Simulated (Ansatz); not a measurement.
Al$_{3}$Cu under strain

Method: DFT PBEsol, scalar-relativistic, plane waves, PAW (Ansatz 0.2.0). Settings: 420 eV cutoff, 18×18×8 k-mesh, Gaussian smearing of 0.10 eV, no spin polarisation.

Starting point, cell and atoms relaxed:

```
CELL_PARAMETERS angstrom
2.77968 0.00000 0.00000
0.00000 2.77968 0.00000
0.00000 0.00000 7.60296
ATOMIC_POSITIONS crystal
Al 0.00000 0.00000 0.50000
Al 0.50000 0.50000 0.22069
Al 0.50000 0.50000 0.77931
Cu 0.00000 0.00000 0.00000
```

Deformation: c alone is stretched, the rest of the cell is held and the atoms relax, all within the symmetry that the strain leaves. Energies are extrapolated to zero smearing. On this cell's mesh the reference holds a stress of up to 0.18 GPa.

```tsv
strain (%)	ΔE (meV/atom)	a (Å)	b (Å)	c (Å)
-3.0	7.8	2.780	2.780	7.375
-2.0	3.4	2.780	2.780	7.451
-1.0	0.7	2.780	2.780	7.527
+0.0	0.0	2.780	2.780	7.603
+1.0	1.0	2.780	2.780	7.679
+2.0	4.1	2.780	2.780	7.755
+3.0	8.9	2.780	2.780	7.831
```

**Question.** What stiffness (1/V) d²E/dε² at zero strain does a cubic fit over all points give?

**Answer.** A cubic fit gives (1/V) d²E/dε² = 204 GPa at zero strain (the elastic constant along c at held a and b).